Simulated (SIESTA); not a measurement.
The system is BaF2 (Frankdicksonite).

```xyz
3
Lattice="0.0000 3.1000 3.1000 3.1000 0.0000 3.1000 3.1000 3.1000 0.0000" Properties=species:S:1:pos:R:3 pbc="T T T"
Ba    0.0000    0.0000    0.0000
F     4.6501    4.6501    4.6501
F     1.5500    1.5500    1.5500
```

Base run:

- Program: SIESTA 5.4.2
- Functional: RPBE
- Potentials or basis: PseudoDojo 0.4 standard (PBE files)
- Basis: DZP (energy shift 0.003 Ry; two zetas on semicore shells; d shell added on Ba)
- Grid cutoff: 800 Ry
- Energy shift: 0.003 Ry
- k mesh: 8 × 8 × 8
- Occupations: fermi-dirac, width 0.05 eV
- Spin: no spin polarisation

Its results: band gap on the k mesh 7.05 eV, indirect (least direct gap 7.10 eV); pressure 4.7 GPa.

The run is repeated on the same cell with these changes: functional from RPBE to LDA; potentials or basis from PseudoDojo 0.4 standard (PBE files) to PseudoDojo 0.4 standard (LDA files). What comes out?

Band gap on the k mesh 6.42 eV, indirect (least direct gap 6.48 eV); pressure -4.1 GPa.

Caveats: this set's barium file shifts pressures by up to 1 GPa against other sets; spin-orbit coupling is left out, which moves the levels of the heavy elements; the basis of atomic orbitals isn't converged, which shifts pressures, moduli and gaps; the potentials were made for another functional, which shifts forces and pressure (some runs).
